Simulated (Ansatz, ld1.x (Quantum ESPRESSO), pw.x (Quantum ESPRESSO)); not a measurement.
Mo (Z = 42): does the RRKJ potential hold in the solid?

molybdenum (Mo), norm-conserving RRKJ (Kleinman–Bylander form), made with ld1.x (Quantum ESPRESSO) 7.5 (PBE, scalar-relativistic). Core [Kr], reference 4d5 5s1 5p0. Waves: 5p (bound, empty): rc 3.50 bohr; 4d (bound): rc 1.80 bohr; 5s (bound): rc 2.15 bohr. Local part: the s channel. Core correction: none. rho0 = 0.02.

Atomic tests: cutoffs needed: 35 Ry and 45 Ry (the cutoffs (Ry, on a coarse ladder) from which the occupation-weighted sum of valence levels, in a spherical-Bessel basis at the reference potential, stays within 10 and 1 mRy of its value at 400 Ry); ghost test: no extra level below or beside the all-electron valence levels (p, d, s, f tested) (spherical-Bessel basis up to 400 Ry, 20 bohr box); largest excitation error: -478 meV (all-electron minus pseudo) for 4d2 5s0 5p0, out of 7 test configurations.

Crystal test: fcc Mo in pw.x 7.5, no spin, 14³ k-points, Fermi–Dirac smearing 0.01 Ry, cutoffs 55/220 Ry. The reference is all-electron LAPW (Ansatz 0.2.0) with the same functional, mesh and smearing; V0 and B0 come from Birch–Murnaghan fits to the pressures at five volumes. Errors are pseudo minus all-electron; Δ is the rms difference of the E(V) curves that follow from these fits, minima aligned, over ±6 % about the mean V0. Mesh and smearing are coarse, so the numbers serve the comparison and aren't converged zero-temperature values; the lattice is a test structure that the element need not adopt.

```csv
V (Å³/atom),P all-electron (GPa),P pseudo (GPa)
15.226,13.93,22.85
15.626,6.76,15.00
16.027,0.44,8.07
16.428,-5.13,1.96
16.828,-10.04,-3.44
```

All-electron: a0 = 4.005 Å (V0 = 16.06 Å³/atom), B0 = 235.3 GPa.

Pseudopotential: mean pressure error (GPa): +7.70; a0 (Å): 4.047; a0 error (%): +1.05; B0 error (%): -3.4; Δ (meV/atom): 25.9. The largest radius (3.50 bohr) exceeds half the bond length (2.67 bohr), so the spheres overlap, which is one possible source of error among others. This is a poor potential for the solid.

Question: At the middle volume, how do free energy and pressure move when the wave cutoff is lowered (ecutrho kept at four times it)?

Answer:

```tsv
cutoff (Ry)	shift of F (meV/atom)	shift of P (GPa)
25	+1759.4	-70.22
33	+172.6	-12.70
44	+4.9	-0.22
```

The run at the middle volume (104 k-points, 9 iterations) took about 7.6 s on one core of a shared host (Neoverse-V1, 64 threads, 503 GiB, load 23).
